Simple cubic Mn with G-type antiferromagnetic order, computed with Ansatz 0.2.0 using scalar-relativistic plane-wave PAW DFT, a 13×13×13 k mesh and Fermi-Dirac smearing of 0.05 eV. Volume, bulk modulus and its pressure derivative come from an equation-of-state fit to uniformly scaled cells.

```
functional  wave cutoff      starting moments  volume per atom (Å³)  bulk modulus (GPa)  bulk modulus pressure derivative  largest site moment (μB)
    PBEsol       420 eV  Mn +1.92 Mn -1.92 μB                 12.45                 123                              5.07                      1.93
       PBE       420 eV  Mn +2.24 Mn -2.24 μB                 13.43                96.4                              5.63                      2.25
    revPBE       420 eV  Mn +2.48 Mn -2.48 μB                 14.06                75.3                              6.82                      2.48
      RPBE       420 eV  Mn +2.59 Mn -2.59 μB                 14.33                67.2                              7.26                      2.59
      BLYP       420 eV  Mn +2.29 Mn -2.29 μB                 14.03                84.8                              6.03                      2.29
  m-r2SCAN       500 eV  Mn +1.62 Mn -1.62 μB                 12.21                 156                              4.95                      1.60
```

The six rows describe the same atoms in the same lattice with the same magnetic order, up and down moments alternating between neighbours. Only the approximation for exchange and correlation differs, apart from a higher wave cutoff for m-r2SCAN and the starting moments, which lie so close to the final ones that they are no separate cause of the trend. Yet from PBEsol to RPBE the volume per atom grows by 15%, and the bulk modulus, the resistance to uniform compression, falls by 45%. The largest site moment, which measures the surplus of one spin on an atom, rises from 1.93 to 2.59 μB.

PBEsol, PBE, revPBE and RPBE form a family in which volume and moment rise together while stiffness falls. BLYP and m-r2SCAN do not fit in so neatly. The family can be understood by following PBE and RPBE, and the two irregular rows then show what that explanation leaves out.

The differences begin with the exchange energy. All four members of the family start from the exchange energy of a uniform electron gas and multiply it by an enhancement factor F. This factor depends on the reduced gradient s, which tells how quickly the electron density changes over a distance set by the density itself. For PBE it reads

F = 1 + κ − κ / (1 + μs²/κ)

and for RPBE

F = 1 + κ (1 − exp(−μs²/κ))

where μ sets how fast F starts to rise and κ sets its upper limit. Both functionals use roughly μ = 0.22 and κ = 0.80.

When a crystal expands, the density between the atoms thins out and s rises there. Exchange lowers the energy, so a functional whose F climbs faster gains more from the expansion. It acts like an extra outward pressure, and the lattice settles at a larger volume.

An estimate at s = 1.5 shows the difference. Most of a dense metal has smaller gradients, but there the functionals keep the same order and only lie closer together. At s = 1.5 one finds μs²/κ = 0.22 × 2.25 / 0.80 ≈ 0.62, and the enhancement above the uniform gas is

PBE: 0.80 × (1 − 1/1.62) ≈ 0.31
RPBE: 0.80 × (1 − exp(−0.62)) ≈ 0.37

RPBE therefore has the stronger drive to expand, in line with its volume of 14.33 Å³ against 13.43 Å³ for PBE.

The same estimate gives 0.20 for PBEsol and 0.35 for revPBE, so it puts all four volumes in the right order. It predicts an order and not a size, because the volume depends on the whole range of gradients in the crystal. The comparison is cleanest among PBE, revPBE and RPBE, which share the same correlation energy; PBEsol changes that part as well. All rows also use atomic datasets made for PBE, which may shift the volumes of the other functionals somewhat.

The larger volume then makes room for a larger moment. In this antiferromagnet the two spins stay equal in number over the whole crystal. Moments build up because d electrons of one spin gather on every second atom and those of the other spin on the atoms between. The electrons then spread less evenly over neighbouring atoms, which costs band energy, and the cost is high when the atoms are close and the d bands are wide. In an expanded lattice the bands are narrower, and the gain from aligning spins on the same atom wins more easily.

PBE alone shows this effect. Along its own compression curve the moment grows from 1.75 to 2.54 μB as the volume goes from 12% below the starting value to 8% above it. No change of functional is involved.

A comparison at equal volume shows how much of the family trend arises in this way. At their own volumes, RPBE and PBEsol differ by 0.66 μB. When both are held at 13.0 Å³, the difference shrinks to 0.10 μB. Most of the apparent preference of RPBE for strong magnetism is thus a consequence of its larger cell. The influence also runs backwards, since a growing moment itself tends to push the atoms apart, and these calculations do not separate the two directions.

Stiffness follows the same route. Atoms that sit further apart overlap less, and a given percentage change of volume costs less energy. When PBE is stretched to about 14.2 Å³, its bulk modulus drops to about 66 GPa. That is even below the 75 GPa of revPBE at nearly the same volume, so revPBE does not need intrinsically weaker bonds to appear soft.

Near 13 Å³ the order of the table is in fact turned round. RPBE, the softest row at its own volume, has about 128 GPa there, while PBEsol has about 91 GPa. RPBE is compressed at this volume and PBEsol is stretched. The two values belong to volumes 2% apart, which explains only part of the gap. The rest means that the extra outward pressure of RPBE over PBEsol grows as the lattice is squeezed. The program output below the text sets all six functionals side by side in this way.

The bulk modulus pressure derivative tells how quickly the lattice stiffens under pressure, and therefore also how quickly it softens when stretched. It rises from 5.07 for PBEsol to 7.26 for RPBE. The PBE curve shows the same behaviour within one functional: each further step of expansion removes a larger fraction of the remaining stiffness. The family members with large cells sit further along this path.

BLYP shows where volume stops being a sufficient guide. Its volume, 14.03 Å³, is practically that of revPBE, so by the reasoning so far the two moments should agree. Instead the BLYP moment is lower by 0.19 μB, and at 13.0 Å³ it is still lower by 0.17 μB. This difference belongs to the functional itself.

A possible reason lies in the correlation part of BLYP. Correlation lowers the energy because electrons avoid one another, and the LYP form gives no such lowering when all electrons have the same spin. Full alignment therefore costs the whole correlation energy, while the PBE form keeps a part of it. Whether the cost is also higher for the partly aligned spins of Mn does not follow from this limit. BLYP also has a different exchange part, and the table does not separate the two.

BLYP is also stiffer than revPBE, by about 10 GPa. A possible link is magnetic. A lattice whose moment adjusts as the volume changes yields more easily than one with a fixed moment, and this softening could be weaker in BLYP. The outputs give that idea little support: from 4% below to 4% above the starting volume, the moment grows by 0.30 μB in BLYP and by 0.31 μB in revPBE. A firm answer would need calculations with the moment held fixed.

The m-r2SCAN row departs further. It has the smallest cell, the smallest moment and the highest bulk modulus, so at first sight it merely continues the family beyond PBEsol. Its moment lies 0.65 μB below that of PBE when each is taken at its own volume. At 13.0 Å³ a gap of 0.32 μB remains, so the smaller cell accounts for only about half of the difference.

The stiffness divides in a similar way. PBEsol has a bulk modulus of 123 GPa at its own volume and about 139 GPa when compressed to nearly the volume of m-r2SCAN. The m-r2SCAN value is 156 GPa. Compression thus covers about half of the distance, and the rest must come from another difference between the two calculations.

What lies behind that remainder is open. Besides the density and its gradient, m-r2SCAN uses the kinetic-energy density of the electrons, so the simple enhancement factor above does not describe it. The stability of its magnetic solution was not checked either, and a lower-lying one could exist. The row should not be read as typical of ordinary r2SCAN, which tends to give itinerant magnets moments that are too large.

For someone who has to choose a functional, the practical lesson is to look at the volume first. Within the PBE family, a stronger gradient enhancement means a larger cell, and the larger cell brings a larger moment and a softer lattice with it. When two functionals disagree on a moment, a comparison at equal volume shows whether they really disagree about magnetism or mainly about the size of the cell. For a bulk modulus such a comparison needs more care, because the two lattices are then under different pressures and their order can even reverse, as it does here. Which functional is closest to real manganese cannot be decided here, because the stable metal has a far more complicated structure than simple cubic.

The analysis program printed:

```
All functionals near one volume:
       row  moment at 13.0 Å³ (μB)  mean bulk modulus of the slice (GPa)  middle of the slice (Å³)
    PBEsol                   2.107                                 91.24                     13.17
       PBE                   2.142                                 112.1                     13.09
    revPBE                   2.194                                 112.2                     13.19
      RPBE                   2.207                                 127.5                     12.92
      BLYP                   2.024                                 123.6                     13.15
  m-r2SCAN                   1.821                                 115.4                     12.93
Volume, RPBE less PBEsol (Å³): 1.88
Volume, RPBE above PBEsol (%): 15.1
Moment, RPBE less PBEsol, each at its own volume (μB): 0.66
Moment, RPBE less PBEsol, both at 13.0 Å³ (μB): 0.09969
Bulk modulus, RPBE below PBEsol (%): 45.37
PBE stretched, mean bulk modulus of the slice (GPa): 66.47
PBE stretched, middle of that slice (Å³): 14.16
PBEsol compressed, mean bulk modulus of the slice (GPa): 139.1
PBEsol compressed, middle of that slice (Å³): 12.18
Moment, BLYP less revPBE, each at its own volume (μB): -0.19
Moment, BLYP less revPBE, both at 13.0 Å³ (μB): -0.1692
Bulk modulus, BLYP less revPBE (GPa): 9.5
Moment, m-r2SCAN less PBE, each at its own volume (μB): -0.65
Moment, m-r2SCAN less PBE, both at 13.0 Å³ (μB): -0.3213
Bulk modulus, m-r2SCAN less PBEsol (GPa): 33
Exchange enhancement less one, PBEsol: 0.2019
Exchange enhancement less one, PBE: 0.3058
Exchange enhancement less one, revPBE: 0.3504
Exchange enhancement less one, RPBE: 0.3691
```
